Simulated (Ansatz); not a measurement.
# A strain series on PbF₂ (fluorite): uniaxial along z, other directions held

PbF₂ in the fluorite structure, relaxed with r2SCAN in Ansatz, then strained (uniaxial along z, other directions held; changes of length per length, axes as in the cell below) with the atoms relaxed again within the symmetry that is left. It is cubic, Fm-3m (No. 225); a = 5.921 Å in the conventional setting, 17.30 Å³ an atom. Pb has 8 F at 2.56 Å; F has 4 Pb at 2.56 Å. No spin polarisation and no zero-point or thermal motion.

```xyz
3
Lattice="0.0000 2.9604 2.9604 2.9604 0.0000 2.9604 2.9604 2.9604 0.0000" Properties=species:S:1:pos:R:3 pbc="T T T"
Pb    0.0000    0.0000    0.0000
F     1.4802    1.4802    1.4802
F     4.4407    4.4407    4.4407
```

Gaps are the least over each mesh (PBE 8×8×8, r2SCAN 8×8×8, HSE06 6×6×6 when unstrained) and the special points, which keep their unstrained names; stress is the change from the unstrained cell, compression positive.

```csv
strain (%),"gap, PBE (eV)","gap, r2SCAN (eV)","gap, HSE06 (eV)","edges, HSE06","stress along the strain, r2SCAN (GPa)","energy rise, r2SCAN (meV/atom)"
-2.9,4.291,4.791,5.571,W → X,+3.44,5.3
-1.5,4.354,4.859,5.647,W → X,+1.74,1.4
0.0,4.419,4.931,5.727,W → X,0.00,0.0
+4.52,4.307,4.817,5.631,"(1/3, -1/2, -1/6) → X",-4.80,11.9
```

Between zero and the nearest strains the slope of the HSE06 gap against strain is +0.053 eV per percent for negative and -0.021 for positive strain; it falls either way, as happens when edge states split or other valleys take over.

Spin-orbit coupling is left out, which matters wherever the heavy atoms make up the band edges.

The meshes of the hybrids are coarse, so their gaps aren't converged to the digits shown.
